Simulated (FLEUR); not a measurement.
# CaSe (Fm-3m) in FLEUR: a series of runs

One crystal, CaSe, is run at these levels: PBE; tasks: single point.

Program: FLEUR MaX-R8.1 (later development tree). These are calculated values, not measurements. Logs are shortened: lines on timing, memory, paths and dates and some standing lists are left out, and cuts for length are marked.

**Measured values to compare with.**

A printed reference work, monograph, original work of 1988 reports, for a bulk crystal of CaSe at 2 K: band gap 3.85 eV (indirect).

The results are compared with them further down.

## 1. The structure

Symmetry: Fm-3m, No. 225, cubic system. Conventional cell: a = 5.912 Å, b = 5.912 Å, c = 5.912 Å, α = 90.00°, β = 90.00°, γ = 90.00°. Se (site symmetry m-3m) has 6 Ca at 2.96 Å as nearest neighbours. Ca (site symmetry m-3m) is surrounded by 6 Se at 2.96 Å.

## 2. Single point, PBE

File inp.xml:

```xml
<?xml version="1.0" encoding="UTF-8" standalone="no"?>
<fleurInput fleurInputVersion="0.39">
   <comment>
      CaSe                                                                                                
   </comment>
   <calculationSetup>
      <cutoffs Kmax="3.8" Gmax="11.8" GmaxXC="11.8" numbands="0"/>
      <scfLoop itmax="60" minDistance="0.00001" maxIterBroyd="15" imix="Anderson" alpha="0.05" precondParam="0.0" spinf="2.0" sdNocoIR="T"/>
      <coreElectrons ctail="T" frcor="F" kcrel="0" coretail_lmax="0"/>
      <xcFunctional name="pbe" relativisticCorrections="F"/>
      <magnetism jspins="1"/>
      <soc l_soc="F" theta="0.0" phi="0.0" spav="F"/>
      <expertModes spex="0" secvar="F"/>
      <geometryOptimization l_f="T" forcealpha="1.0" forcemix="BFGS" epsdisp="0.0005" epsforce="0.0002"/>
      <ldaU l_linMix="F" mixParam="0.05" spinf="1.0"/>
   </calculationSetup>
   <cell>
      <bzIntegration valenceElectrons="26.0" mode="hist" fermiSmearingEnergy="0.00183747">
         <kPointListSelection listName="default-1"/>
         <!-- k-points included here -->
         <xi:include xmlns:xi="http://www.w3.org/2001/XInclude" href="kpts.xml"> </xi:include>
      </bzIntegration>
      <!-- symmetry operations included here -->
      <xi:include xmlns:xi="http://www.w3.org/2001/XInclude" href="sym.xml"> </xi:include>
      <bulkLattice scale="1.0">
         <bravaisMatrix>
            <row-1>    0.0000000000000000     5.5860304243175998     5.5860304243175998</row-1>
            <row-2>    5.5860304243175998     0.0000000000000000     5.5860304243175998</row-2>
            <row-3>    5.5860304243175998     5.5860304243175998     0.0000000000000000</row-3>
         </bravaisMatrix>
      </bulkLattice>
   </cell>
   <atomSpecies>
      <species name="Selenium (Se)" element="Se" atomicNumber="34">
         <mtSphere radius="2.51" gridPoints="857" logIncrement="0.015"/>
         <atomicCutoffs lmax="10" lnonsphr="8"/>
         <electronConfig flipSpins="F">
            <coreConfig>(1s1/2) (2s1/2) (2p1/2) (2p3/2) (3s1/2) (3p1/2) (3p3/2)</coreConfig>
            <valenceConfig>(3d3/2) (3d5/2) (4s1/2) (4p1/2) (4p3/2)</valenceConfig>
            <stateOccupation state="(4p1/2)" spinUp="0.666667" spinDown="0.666667"/>
            <stateOccupation state="(4p3/2)" spinUp="1.333333" spinDown="1.333333"/>
         </electronConfig>
         <energyParameters s="4" p="4" d="4" f="4"/>
         <lo type="SCLO" l="2" n="3" eDeriv="0"/>
         <lo type="SCLO" l="0" n="4" eDeriv="2"/>
         <lo type="SCLO" l="1" n="4" eDeriv="2"/>
         <lo type="SCLO" l="3" n="4" eDeriv="2"/>
      </species>
      <species name="Calcium (Ca)" element="Ca" atomicNumber="20">
         <mtSphere radius="2.51" gridPoints="857" logIncrement="0.014"/>
         <atomicCutoffs lmax="10" lnonsphr="8"/>
         <electronConfig flipSpins="F">
            <coreConfig>(1s1/2) (2s1/2) (2p1/2) (2p3/2)</coreConfig>
            <valenceConfig>(3s1/2) (3p1/2) (3p3/2) (4s1/2)</valenceConfig>
         </electronConfig>
         <energyParameters s="4" p="3" d="3" f="4"/>
         <lo type="SCLO" l="0" n="3" eDeriv="0"/>
         <lo type="HELO" l="1" n="4" eDeriv="0"/>
         <lo type="HELO" l="1" n="4" eDeriv="1"/>
         <lo type="SCLO" l="2" n="3" eDeriv="2"/>
         <lo type="SCLO" l="3" n="4" eDeriv="2"/>
      </species>
   </atomSpecies>
   <atomGroups>
      <atomGroup species="Selenium (Se)">
         <relPos label="                   1">1.000/2.000 1.000/2.000 1.000/2.000</relPos>
         <force calculate="T" relaxXYZ="TTT"/>
      </atomGroup>
      <atomGroup species="Calcium (Ca)">
         <relPos label="                   2">.0000000000 .0000000000 .0000000000</relPos>
         <force calculate="T" relaxXYZ="TTT"/>
      </atomGroup>
   </atomGroups>
   <output dos="F" band="F" slice="F">
      <checks vchk="F" cdinf="F"/>
      <bandDOS minEnergy="-.5*Htr" maxEnergy="0.5*Htr" sigma="0.015" storeEVData="T"/>
      <vacuumDOS vacdos="F" integ="F" star="F" nstars="0" locx1="0.0" locy1="0.0" locx2="0.0" locy2="0.0" nstm="0" tworkf="0.0"/>
      <unfoldingBand unfoldBand="F" supercellX="1" supercellY="1" supercellZ="1"/>
      <plotting iplot="0" polar="F">
         <plot TwoD="T" vec1="  1.0  0.0  0.0" vec2="  0.0  1.0  0.0" vec3="  0.0  0.0  1.0" zero="  0.0  0.0  0.0" file="plot"/>
      </plotting>
      <chargeDensitySlicing numkpt="0" minEigenval="0.0" maxEigenval="0.0" nnne="0" pallst="F"/>
      <specialOutput eonly="F"/>
      <moessbauerParams electricFieldGradient="T" isomerShift="T" coreHyperfine="T" valenceHyperfine="T"/>
      <magneticCircularDichroism mcd="F" energyLo="-10.0" energyUp="0.0"/>
   </output>
  <!-- We include the file relax.xml here to enable relaxations (see documentation) -->
  <xi:include xmlns:xi="http://www.w3.org/2001/XInclude" href="relax.xml"> <xi:fallback/> </xi:include>
</fleurInput>
```

File crystal.txt:

```
CaSe
&input cartesian=F /
0.0000000000  2.9560000000  2.9560000000
2.9560000000  0.0000000000  2.9560000000
2.9560000000  2.9560000000  0.0000000000
1.8897261246
1.0 1.0 1.0

2
34 0.5000000000  0.5000000000  0.5000000000
20 0.0000000000  0.0000000000  0.0000000000

&kpt div1=8 div2=8 div3=8 gamma=T /
```

Potentials or basis: all-electron, FLAPW.

On the command line:

```bash
> inpgen -f crystal.txt -profile fastHighL
> # inp.xml edited to the form shown
> fleur_MPI
```

What it wrote:

```text
Welcome to FLEUR        (www.flapw.de)
      MaX-Release 8.1          (www.max-centre.eu)

 ========== k-point set info ==========
 Selected k-point list: default-1
 k-point list type: mesh
 8 x 8 x 8
 Number of k points: 29

 ------------Calculation Setup---------------------------
 Number of MPI-tasks      :            1
 Number of PE/node        :            1
 Number of OMP-threads    :            1
 Most efficient MPI parallelization for:
           1          29
 Additional eigenvalue parallelization possible
 Number of basis functions:          402
 Approximate size of matrices (H+S) per k-point:         0.002 GB
 --------------------------------------------------------
 Iteration:     1   Distance:       4.35263101 me/bohr^3
 Iteration:     2   Distance:       4.00736720 me/bohr^3
 Iteration:     3   Distance:       2.08834324 me/bohr^3
 Iteration:     4   Distance:       0.79908609 me/bohr^3
 Iteration:     5   Distance:       0.72394943 me/bohr^3
 Iteration:     6   Distance:       0.10484759 me/bohr^3
 Iteration:     7   Distance:       0.12135106 me/bohr^3
 Iteration:     8   Distance:       0.03717021 me/bohr^3
 Iteration:     9   Distance:       0.01885688 me/bohr^3
 Iteration:    10   Distance:       0.00550196 me/bohr^3
 Iteration:    11   Distance:       0.00098960 me/bohr^3
 Iteration:    12   Distance:       0.00099129 me/bohr^3
 Iteration:    13   Distance:       0.00008044 me/bohr^3
 Iteration:    14   Distance:       0.00002764 me/bohr^3
 Iteration:    15   Distance:       0.00000547 me/bohr^3

 ********************************************************************
 Run finished successfully
 Stop message:
   Structural relaxation: Done
 ********************************************************************
```

out.xml (last iteration):

```text
<iteration numberForCurrentRun="   16" overallNumber="   16">
         <energyParameters units="Htr">
            <atomicEP atomType="1" spin="1" branch="4s" branchLowest="-7.41" branchHighest="0.12" value="-0.2564463189"/>
            <atomicEP atomType="1" spin="1" branch="4p" branchLowest="-5.18" branchHighest="0.75" value="0.0924698065"/>
            <atomicEP atomType="1" spin="1" branch="4d" branchLowest="-1.51" branchHighest="1.82" value="0.3748330920"/>
            <atomicEP atomType="1" spin="1" branch="4f" branchLowest="-9.99" branchHighest="2.72" value="0.5441886575"/>
            <loAtomicEP atomType="1" spin="1" branch="3d" branchLowest="-9.99" branchHighest="-1.51" value="-1.5147532276"/>
            <loAtomicEP atomType="1" spin="1" branch="4s" branchLowest="-7.41" branchHighest="0.12" value="-0.2564463189"/>
            <loAtomicEP atomType="1" spin="1" branch="4p" branchLowest="-5.18" branchHighest="0.75" value="0.0892446397"/>
            <loAtomicEP atomType="1" spin="1" branch="4f" branchLowest="-9.99" branchHighest="2.72" value="0.5441917310"/>
            <atomicEP atomType="2" spin="1" branch="4s" branchLowest="-1.25" branchHighest="2.23" value="0.2136964260"/>
            <atomicEP atomType="2" spin="1" branch="3p" branchLowest="-11.86" branchHighest="-0.50" value="-0.5934996569"/>
            <atomicEP atomType="2" spin="1" branch="3d" branchLowest="-9.99" branchHighest="0.64" value="0.3206682285"/>
            <atomicEP atomType="2" spin="1" branch="4f" branchLowest="-9.99" branchHighest="2.74" value="0.5820242082"/>
            <loAtomicEP atomType="2" spin="1" branch="3s" branchLowest="-14.78" branchHighest="-1.25" value="-1.2953975864"/>
            <heloAtomicEP atomType="2" spin="1" branch="4p" branchLowest="1.71" branchHighest="1.71" value="1.7123563236"/>
            <heloAtomicEP atomType="2" spin="1" branch="4p" branchLowest="1.71" branchHighest="1.71" value="1.7123563236"/>
            <loAtomicEP atomType="2" spin="1" branch="3d" branchLowest="-9.99" branchHighest="0.64" value="0.3205145381"/>
            <loAtomicEP atomType="2" spin="1" branch="4f" branchLowest="-9.99" branchHighest="2.74" value="0.5820264489"/>
         </energyParameters>
         <eigenvalues>
            <eigenvaluesAt spin="1" ikpt="1" k_x="0.00000000" k_y="0.00000000" k_z="0.00000000">
                      -1.5169255722       -1.5169255722       -1.5167189543       -1.5167189543       -1.5167189543
                      -1.2955961761       -0.5969582072       -0.5969582072       -0.5969582072       -0.2681344042
                       0.1655565589        0.1655565589        0.1655565589        0.2889622789        0.3019374776
                       0.3019374776        0.3019374776        0.3228065635        0.3228065635        0.5222967580
                       0.6190977228
            </eigenvaluesAt>
            <eigenvaluesAt spin="1" ikpt="2" k_x="0.00000000" k_y="0.00000000" k_z="0.12500000">
                      -1.5169222573       -1.5169222573       -1.5167175820       -1.5167175820       -1.5167151294
                      -1.2955596975       -0.5975880533       -0.5969971097       -0.5969971097       -0.2647269820
                       0.1374111428        0.1567578744        0.1567578744        0.2985464449        0.3097176750
                       0.3097176750        0.3247735401        0.3377329072        0.3377329072        0.5286163862
                       0.6013792155
            </eigenvaluesAt>
            <eigenvaluesAt spin="1" ikpt="3" k_x="0.00000000" k_y="0.00000000" k_z="0.25000000">
                      -1.5169184387       -1.5169184387       -1.5167141613       -1.5167085229       -1.5167085229
                      -1.2954716995       -0.5990902476       -0.5970902700       -0.5970902700       -0.2560801685
                       0.0919792879        0.1398557389        0.1398557389        0.3027114486        0.3287221066
                       0.3287221066        0.3742623150        0.3742623150        0.3768529811        0.5117781082
                       0.5516288450
[... 21 lines left out ...]
            <state n="1" l="0" j="0.5" energy="-458.9634046456" weight="1.0000000000"/>
            <state n="2" l="0" j="0.5" energy="-58.5981417059" weight="1.0000000000"/>
            <state n="2" l="1" j="0.5" energy="-52.5215973728" weight="1.0000000000"/>
            <state n="2" l="1" j="1.5" energy="-50.9869535519" weight="2.0000000000"/>
            <state n="3" l="0" j="0.5" energy="-7.4080310938" weight="1.0000000000"/>
            <state n="3" l="1" j="0.5" energy="-5.3303980279" weight="1.0000000000"/>
            <state n="3" l="1" j="1.5" energy="-5.1146915193" weight="2.0000000000"/>
         </coreStates>
         <coreStates atomType="     2" atomicNumber=" 20" spin="1" kinEnergy="    640.9554205070" eigValSum="   -390.0718728693" lostElectrons=" 0.000000">
            <state n="1" l="0" j="0.5" energy="-144.6820343527" weight="1.0000000000"/>
            <state n="2" l="0" j="0.5" energy="-14.7829006557" weight="1.0000000000"/>
            <state n="2" l="1" j="0.5" energy="-11.9473499625" weight="1.0000000000"/>
            <state n="2" l="1" j="1.5" energy="-11.8118257318" weight="2.0000000000"/>
         </coreStates>
         <allElectronCharges>
            <spinDependentCharge spin="1" total="54.0000000" interstitial="2.7935838" mtSpheres="51.2064162"/>
            <totalCharge value="53.9999999949"/>
         </allElectronCharges>
         <moessbauerParams unitsHFF="kG" unitsIS="e/bohr^3" unitsEFG="Htr/bohr^2">
            <coreIsomerShift atomType="1" isTotal="39978.07048">
               <shell n="1" l="0" isomerShift="35696.08832"/>
               <shell n="2" l="0" isomerShift="3660.59558"/>
               <shell n="2" l="1" isomerShift="36.86611"/>
               <shell n="3" l="0" isomerShift="578.64020"/>
               <shell n="3" l="1" isomerShift="5.88027"/>
            </coreIsomerShift>
            <coreIsomerShift atomType="2" isTotal="6118.10968">
               <shell n="1" l="0" isomerShift="5639.44871"/>
               <shell n="2" l="0" isomerShift="477.24413"/>
               <shell n="2" l="1" isomerShift="1.41684"/>
            </coreIsomerShift>
            <isomerShift atomType="1" nucleusRadius="0.0001013" averageDensity="40031.29795"/>
            <isomerShift atomType="2" nucleusRadius="0.0000808" averageDensity="6180.24910"/>
            <electricFieldGradient atomType="1" VXX="0.00000" VYY="0.00000" VZZ="0.00000" asymParam="0.00000">
            </electricFieldGradient>
            <electricFieldGradient atomType="2" VXX="0.00000" VYY="0.00000" VZZ="0.00000" asymParam="0.00000">
            </electricFieldGradient>
         </moessbauerParams>
         <totalEnergy                                    value="    -3110.7857107278" units="Htr">
            <sumOfEigenvalues                            value="    -1801.3269431616">
               <coreElectrons value="-1780.1215988458"/>
               <valenceElectrons value="-21.2053443158"/>
            </sumOfEigenvalues>
            <densityCoulombPotentialIntegral value="-4814.0975146090"/>
            <densityEffectivePotentialIntegral value="-4975.6142287384"/>
            <chargeDenXCDenIntegral value="-124.3049169862"/>
            <FockExchangeEnergyValence value="0.0000000000"/>
            <FockExchangeEnergyCore value="0.0000000000"/>
            <atomTypeDependentContributions atomType="1">
               <electronNucleiInteractionDifferentMTs value="2929.9495049726"/>
               <MadelungTerm value="-11.2267154221"/>
            </atomTypeDependentContributions>
            <atomTypeDependentContributions atomType="2">
               <electronNucleiInteractionDifferentMTs value="804.3479366800"/>
               <MadelungTerm value="-8.1951649392"/>
            </atomTypeDependentContributions>
            <tkbTimesEntropy value="0.0000000000"/>
            <freeEnergy value="-3110.7857107278"/>
            <extrapolationTo0K value="-3110.7857107278"/>
         </totalEnergy>
         <totalForcesOnRepresentativeAtoms units="Htr/bohr">
            <forceTotal atomType="1" x="5.586030" y="5.586030" z="5.586030" F_x="0.00000000" F_y="0.00000000" F_z="0.00000000"/>
            <forceTotal atomType="2" x="0.000000" y="0.000000" z="0.000000" F_x="0.00000000" F_y="0.00000000" F_z="0.00000000"/>
         </totalForcesOnRepresentativeAtoms>
      </iteration>
```

Wall time 31 s (1 thread of AMD EPYC 9R45 (Zen 5), shared host); peak memory 0.08 GiB.

Results:

- Free energy: -84648.7915 eV
- Band gap on the k mesh: 2.03 eV, indirect (least direct gap 2.96 eV)
- Valence electrons inside the program's atomic spheres: Se 14.92; Ca 8.29 (radii Se 2.51, Ca 2.51 bohr)

Levels at points of the mesh, in eV from the valence-band top:
```tsv
k point	band 9	band 10	band 11	band 12	band 13	band 14	band 15	band 16	band 17	band 18
(0.00, 0.00, 0.00)	-20.75	-11.80	0.00	0.00	0.00	3.36	3.71	3.71	3.71	4.28
(0.00, 0.00, 0.50)	-20.76	-11.11	-3.28	-1.20	-1.20	4.52	5.48	5.51	5.51	7.52
(0.00, 0.50, 0.50)	-20.78	-11.22	-2.52	-0.93	-0.93	2.03	5.05	5.07	6.03	6.05
```

Core levels (eV from the Fermi level):
| atom | levels |
| --- | --- |
| 1 Se | 1s1/2 -12493.5, 2s1/2 -1599.0, 2p1/2 -1433.7, 2p3/2 -1391.9, 3s1/2 -206.1, 3p1/2 -149.6, 3p3/2 -143.7 |
| 2 Ca | 1s1/2 -3941.5, 2s1/2 -406.8, 2p1/2 -329.6, 2p3/2 -325.9 |

## 3. Single point, PBE (atoms moved at random, drawn with an rms of 0.05 Å)

Edit inp.xml of step 2 so:

```diff
@@ -34,3 +34,3 @@
       <species name="Selenium (Se)" element="Se" atomicNumber="34">
-         <mtSphere radius="2.51" gridPoints="857" logIncrement="0.015"/>
+         <mtSphere radius="2.51" gridPoints="829" logIncrement="0.015"/>
          <atomicCutoffs lmax="10" lnonsphr="8"/>
@@ -49,3 +49,3 @@
       <species name="Calcium (Ca)" element="Ca" atomicNumber="20">
-         <mtSphere radius="2.51" gridPoints="857" logIncrement="0.014"/>
+         <mtSphere radius="2.51" gridPoints="829" logIncrement="0.014"/>
          <atomicCutoffs lmax="10" lnonsphr="8"/>
@@ -65,3 +65,3 @@
       <atomGroup species="Selenium (Se)">
-         <relPos label="                   1">1.000/2.000 1.000/2.000 1.000/2.000</relPos>
+         <relPos label="                   1">.4972960000 .4850340000 .4998740000</relPos>
          <force calculate="T" relaxXYZ="TTT"/>
@@ -69,3 +69,3 @@
       <atomGroup species="Calcium (Ca)">
-         <relPos label="                   2">.0000000000 .0000000000 .0000000000</relPos>
+         <relPos label="                   2">.0051850000 .0056180000 -.0070100000</relPos>
          <force calculate="T" relaxXYZ="TTT"/>
```

Edit crystal.txt of step 2 so:

```diff
@@ -9,4 +9,4 @@
 2
-34 0.5000000000  0.5000000000  0.5000000000
-20 0.0000000000  0.0000000000  0.0000000000
+34 0.4972960000  0.4850340000  0.4998740000
+20 0.0051850000  0.0056180000  -0.0070100000
```

Potentials or basis: all-electron, FLAPW.

On the command line:

```bash
> inpgen -f crystal.txt -profile fastHighL
> # inp.xml edited to the form shown
> fleur_MPI
```

Wall time 12 min (1 thread of AMD EPYC 9R45 (Zen 5), shared host); peak memory 0.24 GiB.

The run converged. Its results:

- Free energy: -84648.7778 eV
- Largest force: 0.296 eV/Å
- Band gap on the k mesh: 2.05 eV, indirect (least direct gap 2.97 eV)
- Valence electrons inside the program's atomic spheres: Se 14.92; Ca 8.29 (radii Se 2.51, Ca 2.51 bohr)

Forces in eV/Å, atoms in the order of the input:
```
Se   0.126  0.009  0.268
Ca  -0.125 -0.009 -0.267
```

Levels at points of the mesh, in eV from the valence-band top:
```
           k point  band 11  band 12  band 13  band 14  band 15  band 16
(0.00, 0.00, 0.00)    -0.01     0.00     0.00     3.37     3.73     3.75
(0.00, 0.00, 0.50)    -3.27    -1.18    -1.17     4.51     5.48     5.52
(0.00, 0.50, 0.00)    -3.27    -1.18    -1.18     4.53     5.50     5.52
(0.00, 0.50, 0.50)    -2.51    -0.94    -0.92     2.07     5.07     5.08
(0.50, 0.00, 0.00)    -3.27    -1.18    -1.17     4.51     5.48     5.52
(0.50, 0.00, 0.50)    -2.51    -0.94    -0.92     2.07     5.07     5.08
(0.50, 0.50, 0.00)    -2.50    -0.92    -0.92     2.05     5.07     5.08
(0.50, 0.50, 0.50)    -3.27    -1.18    -1.18     4.53     5.50     5.52
```

Core levels (eV from the Fermi level):
```
atom                                                                                                 levels
1 Se  1s1/2 -12493.5, 2s1/2 -1599.0, 2p1/2 -1433.7, 2p3/2 -1391.9, 3s1/2 -206.1, 3p1/2 -149.5, 3p3/2 -143.7
2 Ca                                                1s1/2 -3941.5, 2s1/2 -406.7, 2p1/2 -329.6, 2p3/2 -325.9
```

## 4. Comparison with measurements

Step 2. Against the measured gap of CaSe, 3.85 eV (indirect; 2 K; a printed reference work, monograph, original work of 1988), the calculated 2.03 eV is off by -1.82 eV. Spin-orbit coupling on Se is left out. The value is that of PBE on a finite k mesh, which can miss the band edges, without temperature or zero-point motion. Semilocal functionals fall short of measured gaps as a rule.
